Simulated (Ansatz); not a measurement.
# Zn (P6_3/mmc) in Ansatz: convergence with smearing width

Aim: find how far smearing width must go before the results for Zn settle, at PBE. This setting moves, with any that are tied to it; all else stays.

Program: Ansatz 0.2.0. These are calculated values, not measurements. Logs are shortened: lines on timing, memory, paths and dates and some standing lists are left out, and cuts for length are marked.

### 1 The crystal as given

Symmetry: P6_3/mmc, No. 194, hexagonal system. The conventional cell has a = 2.670 Å, b = 2.670 Å, c = 4.966 Å, α = 90.00°, β = 90.00°, γ = 120.00°. Zn (site symmetry -6m2) has 12 Zn at 2.67 to 2.92 Å as nearest neighbours.

### 2 With smearing width 0.3 eV

The input, input.yaml:

```yaml
crystal:
  lattice:
    - [2.67, 0.0, 0.0]
    - [-1.335, 2.3122878281, 0.0]
    - [0.0, 0.0, 4.966]
  atoms:
    - { symbol: Zn, position: [0.6666666667, 0.3333333333, 0.75] }
    - { symbol: Zn, position: [0.3333333333, 0.6666666667, 0.25] }
hamiltonian:
  xc: pbe
  pseudopotentials: { kind: nc }
kpoints:
  mp_grid: { grid: [10, 10, 5] }
scf:
  occupations: { method: cold, width: 0.3 }
output:
  forces: true
  stress: true
  eigenvalues: true
```

Potentials or basis: Ansatz NC.

Launch:

```console
$ ansatz run input.yaml --threads 2 --pin off --max-ram 5632MiB --backend cpu --events-out ev --progress --plain --runs-dir out
```

Wall time 1.6 s (2 threads of Intel Xeon Platinum 8488C (Sapphire Rapids), shared host); peak memory 0.38 GiB.

What came out:

```
Free energy            : -11375.0720 eV
Pressure               : -0.9 GPa
Band gap on the k mesh : none (metal or under the smearing width)
```

### 3 With smearing width 0.2 eV

Edit input.yaml of step 2 so:

```diff
@@ -14,3 +14,3 @@
 scf:
-  occupations: { method: cold, width: 0.3 }
+  occupations: { method: cold, width: 0.2 }
 output:
```

Potentials or basis: Ansatz NC.

Launch:

```console
$ ansatz run input.yaml --threads 2 --pin off --max-ram 5632MiB --backend cpu --events-out ev --progress --plain --runs-dir out
```

Wall time 1.9 s (2 threads of Intel Xeon Platinum 8488C (Sapphire Rapids), shared host); peak memory 0.36 GiB.

What came out:

- Free energy: -11375.0732 eV
- Pressure: -0.9 GPa
- Band gap on the k mesh: none (metal or under the smearing width)

### 4 With smearing width 0.15 eV

Edit input.yaml of step 3 so:

```diff
@@ -14,3 +14,3 @@
 scf:
-  occupations: { method: cold, width: 0.2 }
+  occupations: { method: cold, width: 0.15 }
 output:
```

Launch:

```console
$ ansatz run input.yaml --threads 2 --pin off --max-ram 5632MiB --backend cpu --events-out ev --progress --plain --runs-dir out
```

Run time: 2 s. Hardware: 2 threads of Intel Xeon Platinum 8488C (Sapphire Rapids), shared host; peak memory 0.39 GiB.

What came out:

| Quantity | Value |
| --- | --- |
| Free energy | -11375.0738 eV |
| Pressure | -0.9 GPa |
| Band gap on the k mesh | none (metal or under the smearing width) |

### 5 With smearing width 0.1 eV

Edit input.yaml of step 4 so:

```diff
@@ -14,3 +14,3 @@
 scf:
-  occupations: { method: cold, width: 0.15 }
+  occupations: { method: cold, width: 0.1 }
 output:
```

Launch:

```console
$ ansatz run input.yaml --threads 2 --pin off --max-ram 5632MiB --backend cpu --events-out ev --progress --plain --runs-dir out
```

Run time: 2 s. Hardware: 2 threads of Intel Xeon Platinum 8488C (Sapphire Rapids), shared host; peak memory 0.39 GiB.

Results:

* Free energy: -11375.0744 eV
* Pressure: -0.9 GPa
* Band gap on the k mesh: none (metal or under the smearing width)

### 6 With smearing width 0.05 eV

Edit input.yaml of step 5 so:

```diff
@@ -14,3 +14,3 @@
 scf:
-  occupations: { method: cold, width: 0.1 }
+  occupations: { method: cold, width: 0.05 }
 output:
```

Potentials or basis: Ansatz NC.

Launch:

```console
$ ansatz run input.yaml --threads 2 --pin off --max-ram 5632MiB --backend cpu --events-out ev --progress --plain --runs-dir out
```

Wall time 2 s (2 threads of Intel Xeon Platinum 8488C (Sapphire Rapids), shared host); peak memory 0.39 GiB.

Results (log left out):

```yaml
Free_energy: -11375.0752 eV
Pressure: -0.9 GPa
Band_gap_on_the_k_mesh: none (metal or under the smearing width)
```

### 7 With smearing width 0.025 eV

Edit input.yaml of step 6 so:

```diff
@@ -14,3 +14,3 @@
 scf:
-  occupations: { method: cold, width: 0.05 }
+  occupations: { method: cold, width: 0.025 }
 output:
```

Launch:

```console
$ ansatz run input.yaml --threads 2 --pin off --max-ram 5632MiB --backend cpu --events-out ev --progress --plain --runs-dir out
```

Run time: 1.9 s. Hardware: 2 threads of Intel Xeon Platinum 8488C (Sapphire Rapids), shared host; peak memory 0.4 GiB.

Results (log left out):

* Free energy: -11375.0752 eV
* Pressure: -0.9 GPa
* Band gap on the k mesh: none (metal or under the smearing width)

### 8 With smearing width 0.01 eV

Edit input.yaml of step 7 so:

```diff
@@ -14,3 +14,3 @@
 scf:
-  occupations: { method: cold, width: 0.025 }
+  occupations: { method: cold, width: 0.01 }
 output:
```

Launch:

```console
$ ansatz run input.yaml --threads 2 --pin off --max-ram 5632MiB --backend cpu --events-out ev --progress --plain --runs-dir out
```

It took 2 s on 2 threads of Intel Xeon Platinum 8488C (Sapphire Rapids), shared host; peak memory 0.38 GiB.

It converged, with:

| Quantity | Value |
| --- | --- |
| Free energy | -11375.0752 eV |
| Pressure | -0.9 GPa |
| Band gap on the k mesh | none (metal or under the smearing width) |

### 9 With smearing width 0.005 eV

Edit input.yaml of step 8 so:

```diff
@@ -14,3 +14,3 @@
 scf:
-  occupations: { method: cold, width: 0.01 }
+  occupations: { method: cold, width: 0.005 }
 output:
```

Potentials or basis: Ansatz NC.

Launch:

```console
$ ansatz run input.yaml --threads 2 --pin off --max-ram 5632MiB --backend cpu --events-out ev --progress --plain --runs-dir out
```

The log of the run:

```text
Warning: RAYON_NUM_THREADS=2 ignored (pool sized by the plan → 2); use --threads N
Engine: ansatz 0.2.0, x86_64-unknown-linux-gnu
Pseudopotentials: kind: nc
Pseudopotential: Zn, nc, valence charge 20, recommended cutoff 1142.878222 eV (normal), Zn.nc.azcp
Functional definition: PBE
  parameter kappa = 0.804
  parameter beta = 0.06672455060314922
  exchange = pbe_x(kappa = kappa, mu = beta*pi^2/3)
  correlation = pbe_c(beta = beta)
Crystal: 2 atoms, lattice volume = 30.659 Å³
Basis set: ecut = 1142.878222 eV, 2697 PW (Γ), exchange–correlation on 60×60×120 points (8 copies of the dense FFT grid, shifted against one another)
Bands: 24, of which v1, the nominal top of the filled ones, is band 20 counted from 1 (19 counted from 0)
Symmetry: 24 space group operations
Space group: P63/mmc (ITA 194), of the structure as read, at distance tolerance 3.1e-5 Å
k-points: 42 of 500
Non-local potential: Zn, projectors of the file, l = 0: 2, l = 1: 2, l = 2: 2, l = 3: 1
Initial density: superposition of atomic densities (chi_scale 0.1, normalization cell)
Initial wavefunctions: pseudopotential atomic-orbital guess
Functional: x = pbe(κ = 0.804, μ = 0.2195149727645171), c = pbe(β = 0.06672455060314922)
SCF iter   1: F=—  HF=-11375.277123 eV  |F-HF|=—  |Δ(HF+E_count)|=         —  Δρ=4.84e-2  dr2=6.76e-1  ethr=3.10e-3  ⟨swp⟩=5.4  Hψ=3824  notcnv=0
preconditioner: auto → none  [insulator: Δε(μ)=0.215 eV  Ē_g=12.395 eV  σ=0.005 eV  W_gap=0.75  n_scr=10 (ndim 8)  ℏωp=32.9 eV  f_vac=0.000  D(μ)=6.81/eV (n_scr^D=136)  ε∞_Penn≈8.0]
SCF iter   2: F=—  HF=-11375.093994 eV  |F-HF|=—  |Δ(HF+E_count)|=   1.83e-1  S|Δr|=    0.00e0  Δρ=3.01e-2  dr2=7.84e-2  ethr=1.69e-3  ⟨swp⟩=2.2  Hψ=1976  notcnv=0  defer=5
SCF iter   3: F=—  HF=-11375.075529 eV  |F-HF|=—  |Δ(HF+E_count)|=   1.85e-2  S|Δr|=    0.00e0  Δρ=9.09e-3  dr2=1.03e-2  ethr=1.96e-4  ⟨swp⟩=2.8  Hψ=2236  notcnv=0  defer=5
SCF iter   4: F=—  HF=-11375.075145 eV  |F-HF|=—  |Δ(HF+E_count)|=   3.84e-4  S|Δr|=    0.00e0  Δρ=1.39e-3  dr2=2.52e-4  ethr=2.57e-5  ⟨swp⟩=2.2  Hψ=1242  notcnv=0  defer=5
SCF iter   5: F=—  HF=-11375.075175 eV  |F-HF|=—  |Δ(HF+E_count)|=   2.93e-5  S|Δr|=    0.00e0  Δρ=1.57e-4  dr2=2.02e-6  ethr=6.30e-7  ⟨swp⟩=2.7  Hψ=1601  notcnv=0  defer=5
SCF iter   6: F=—  HF=-11375.075150 eV  |F-HF|=—  |Δ(HF+E_count)|=   2.48e-5  S|Δr|=    0.00e0  Δρ=6.80e-6  dr2=2.94e-9  ethr=2.50e-10  ⟨swp⟩=5.7  Hψ=4436  notcnv=0
SCF iter   7: F=-11375.075150 eV  HF=-11375.075150 eV  |F-HF|=8.91e-11  |Δ(HF+E_count)|=   3.00e-9  S|Δr|=    0.00e0  Δρ=1.18e-6  dr2=6.69e-11  ethr=7.36e-12  ⟨swp⟩=2.0  Hψ=2904  notcnv=0
SCF 1 converged in 7 iterations: F = -11375.075150 eV  dr2 = 6.69e-11
SCF converged after 7 iterations
Stability not checked: this state was not tested for a lower state beside it, because cold or Methfessel-Paxton smearing, or corrected tetrahedra, fill the levels in a way that the test cannot read (fill_not_monotonic; see scf.lower_state_search)
Free energy (F): -11375.075150 eV
Harris-Foulkes:  -11375.075150 eV  (|F-HF|=8.91e-11)
Internal energy: -11375.075129 eV  (E = F + TS)
E sigma→0 (E₀):  -11375.075143 eV
Entropy (-TS):   -0.000021 eV (-0.010 meV/atom)
Fermi energy:    14.578613 eV
--- Per-component energies (eV) ---
  E_band       = -1048.014239
  E_kinetic    = 5018.665201
  E_local      = -9682.814945  (includes V_loc(G=0)·N_el)
  E_nonlocal   = -2614.071341
  E_hartree    = 3803.656282
  E_xc         = -1221.905821
  E_vxc        = -1377.105569  (∫ρ·V_xc dr)
  E_ewald      = -6678.604505
  E_smearing   = -0.000021  (= −TS)
  E_closure    = -0.000000  (closes the sum)
  Σ components = -11375.075150   (vs F -11375.075150, Δ=0.00e0)
--- Forces (eV/Å), atoms counted from 1 ---
  atom   1  Zn     0.00000000    -0.00000000    -0.00000000
  atom   2  Zn     0.00000000     0.00000000     0.00000000
  max |Σ_I F_I| component: 1.85e-17 eV/Å
--- Stress (GPa, compression-positive) ---
       -1.241750       0.000000       0.000000
       -0.000000      -1.241750       0.000000
        0.000000       0.000000      -0.212935
  P = ⅓ Tr σ = -0.8988 GPa (-8.988 kbar)
--- Band table (eV; the first three rows and the last of 42) ---
  k-point 0: bands = ["-111.7163", "-111.7155", "-65.8632", "-65.8516", "-65.8494", "-65.8494", "-65.8481", "-65.8481", "4.4697", "6.2902", "6.9923", "7.2115", "7.2115", "7.2605", "7.2605", "7.5976", "7.5976", "7.8021", "7.8021", "11.2097", "11.7629", "28.2214", "31.7843", "32.1031"]
  k-point 1: bands = ["-111.7162", "-111.7155", "-65.8621", "-65.8527", "-65.8492", "-65.8492", "-65.8482", "-65.8482", "4.7074", "6.2583", "6.9998", "7.2093", "7.2093", "7.2505", "7.2505", "7.6240", "7.6240", "7.7880", "7.7880", "9.2098", "14.2937", "25.1865", "32.3394", "32.3394"]
  k-point 2: bands = ["-111.7160", "-111.7158", "-65.8592", "-65.8556", "-65.8489", "-65.8489", "-65.8485", "-65.8485", "5.3564", "6.0331", "7.0921", "7.2123", "7.2123", "7.2288", "7.2288", "7.6663", "7.6846", "7.6846", "7.7464", "7.7464", "17.5448", "21.2143", "32.9862", "32.9862"]
  k-point 41: bands = ["-111.7131", "-111.7131", "-65.8709", "-65.8706", "-65.8658", "-65.8654", "-65.8539", "-65.8534", "6.9002", "6.9425", "7.0476", "7.0881", "7.1905", "7.2926", "7.4315", "7.4829", "7.7731", "7.8225", "13.9702", "15.0838", "16.9741", "17.0500", "18.1456", "18.2935"]
```

Wall time 1.9 s (2 threads of Intel Xeon Platinum 8488C (Sapphire Rapids), shared host); peak memory 0.39 GiB.

What came out:

```
Free energy            : -11375.0751 eV
Pressure               : -0.9 GPa
Band gap on the k mesh : none (metal or under the smearing width)
```

### 10 Result

| smearing width | energy less the tightest run, at zero smearing (meV/atom) | SCF cycles | CPU time (s) | peak memory (GiB) |
| --- | --- | --- | --- | --- |
| 0.3 eV | 0.81 | 6 | 3.1 | 0.38 |
| 0.2 eV | 0.62 | 7 | 3.8 | 0.36 |
| 0.15 eV | 0.40 | 7 | 3.8 | 0.39 |
| 0.1 eV | 0.13 | 7 | 3.8 | 0.39 |
| 0.05 eV | -0.10 | 7 | 3.8 | 0.39 |
| 0.025 eV | -0.03 | 7 | 3.7 | 0.4 |
| 0.01 eV | -0.01 | 7 | 3.8 | 0.38 |
| 0.005 eV | 0.00 | 7 | 3.7 | 0.39 |

Against the tightest run, the energy stays within 1 meV/atom from 0.3 eV on. Narrower smearing needs a denser k mesh, so at a fixed mesh the narrowest width isn't the most accurate. The tightest run that finished is the yardstick and may itself not be fully converged.
